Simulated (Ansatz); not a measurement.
This log comes from Ansatz, run on BaO (started from an entry of an open crystallographic database). Cell and atoms come from a relaxation with r2SCAN.

The cell:
```
Ba O
1.0
     0.00000    2.77194    2.77194
     2.77194    0.00000    2.77194
     2.77194    2.77194    0.00000
Ba O
1 1
Direct
  0.00000 0.00000 0.00000
  0.50000 0.50000 0.50000
```

Output, abridged:
```
Functional definition: PBE
Crystal: 2 atoms, lattice volume = 42.597 Å³
Basis set: ecut = 420 eV, 869 PW (Γ)
Bands: 12, of which v1, the nominal top of the filled ones, is band 8 counted from 1 (7 counted from 0)
Symmetry: 48 space group operations
k-points: 30 of 216 (irreducible under 8 space group operations, time reversal used)
preconditioner: auto → none  [insulator: Δε(μ)=2.033 eV  ℏωp=21.3 eV]
Free energy (F): -6519.543713 eV
Fermi energy:    8.551768 eV
--- Per-component energies (eV) ---
  E_band       = -15.263974
  E_kinetic    = 344.943121
  E_local      = -563.153391
  E_nonlocal   = 105.021711
  E_hartree    = 200.647429
  E_xc         = -243.983214
  E_vxc        = -232.525818
  E_paw        = -5383.403350
  E_vpaw       = -70.846818
  E_ewald      = -979.618402
--- Dielectric response (ions clamped): 3 representative field directions + reference, inside a basis on a mesh of 216 k-points ---
  ε∞ (high-frequency dielectric tensor):
        4.187608     0.000000     0.000000
        0.000000     4.187608     0.000000
        0.000000     0.000000     4.187608
  Born effective charges Z* (e; rows j = field, columns β = displacement):
    site 0:
         2.74679    0.00000    0.00000
         0.00000    2.74679    0.00000
         0.00000    0.00000    2.74679
    site 1:
        -2.74679    0.00000    0.00000
         0.00000   -2.74679    0.00000
         0.00000    0.00000   -2.74679
  ε∞ is read to err by 1.2e-2, Z* by 1.3e-2 e
```

Problem. Write the input file that gave this output.

Solution.
```yaml
crystal:
  # lattice and atoms as above
kpoints:
  mp_grid: { grid: [6, 6, 6] }
hamiltonian:
  xc: pbe
scf:
  occupations: { method: fixed }
dielectric: {}
```
A response with clamped ions alone is the dielectric block. Not every key shows in the log; this is the file that was used.

Run as `ansatz run input.yaml --threads 2 --pin off --max-ram 2211MiB --backend cpu --events-out ev --progress --plain --runs-dir out`. Wall time 8.4 s on 2 threads of Arm Neoverse V2 (shared host), load about 0.1 per core; peak host memory 0.36 GiB.

Calculated for a static, non-magnetic cell.
